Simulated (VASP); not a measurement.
SiC (Moissanite 6H):

```
CELL_PARAMETERS angstrom
3.09500 0.00000 0.00000
-1.54750 2.68035 0.00000
0.00000 0.00000 15.17000
ATOMIC_POSITIONS crystal
Si 0.66667 0.33333 0.45830
Si 0.33333 0.66667 0.95830
Si 0.66667 0.33333 0.79170
Si 0.33333 0.66667 0.29170
Si 0.00000 0.00000 0.62500
Si 0.00000 0.00000 0.12500
C 0.66667 0.33333 0.33330
C 0.33333 0.66667 0.83330
C 0.66667 0.33333 0.66670
C 0.33333 0.66667 0.16670
C 0.00000 0.00000 0.50000
C 0.00000 0.00000 0.00000
```

```yaml
Program: VASP 6.6.1
Task: relaxation of cell and atoms
Functional: PBEsol
Dispersion: D3
Potentials_or_basis: VASP PAW PBE potentials, release 64 (Si, C)
Cutoff: 600 eV
k_mesh: 10 × 10 × 2
Occupations: fermi-dirac, width 0.05 eV
Spin: no spin polarisation
```

At the start: pressure -4.4 GPa; volume 10.49 Å³/atom.

Question: How do energy, volume and symmetry change on relaxing?

Answer: Over 7 steps the energy falls by 3.1 meV/atom and the volume is 10.28 Å³/atom (-2.0 %); space group P6_3mc (No. 186, to 0.05 Å).

Step by step:
```
step  energy change (eV)  largest force (eV/Å)  pressure (GPa)  volume (Å³)
   1              0.0000                0.1431           -4.45       125.85
   2              0.0055                0.1219            5.11       120.62
   3             -0.0373                0.0225           -0.01       123.28
   4             -0.0373                0.0230            0.08       123.23
   5             -0.0374                0.0125            0.10       123.22
   6             -0.0374                0.0135            0.10       123.22
   7             -0.0374                0.0078           -0.08       123.32
```

Final structure:
```yaml
crystal:
  lattice:
    - [3.07309, 0.00000, 0.00000]
    - [-1.53654, 2.66137, 0.00000]
    - [0.00000, 0.00000, 15.07818]
  atoms:
    - { symbol: Si, position: [0.66667, 0.33333, 0.45833] }
    - { symbol: Si, position: [0.33333, 0.66667, 0.95833] }
    - { symbol: Si, position: [0.66667, 0.33333, 0.79183] }
    - { symbol: Si, position: [0.33333, 0.66667, 0.29183] }
    - { symbol: Si, position: [0.00000, 0.00000, 0.62503] }
    - { symbol: Si, position: [0.00000, 0.00000, 0.12503] }
    - { symbol: C, position: [0.66667, 0.33333, 0.33332] }
    - { symbol: C, position: [0.33333, 0.66667, 0.83332] }
    - { symbol: C, position: [0.66667, 0.33333, 0.66680] }
    - { symbol: C, position: [0.33333, 0.66667, 0.16681] }
    - { symbol: C, position: [0.00000, 0.00000, 0.49967] }
    - { symbol: C, position: [0.00000, 0.00000, 0.99967] }
```

Caveat: the PAW data sets were made with another functional, which shifts forces and pressure a little.
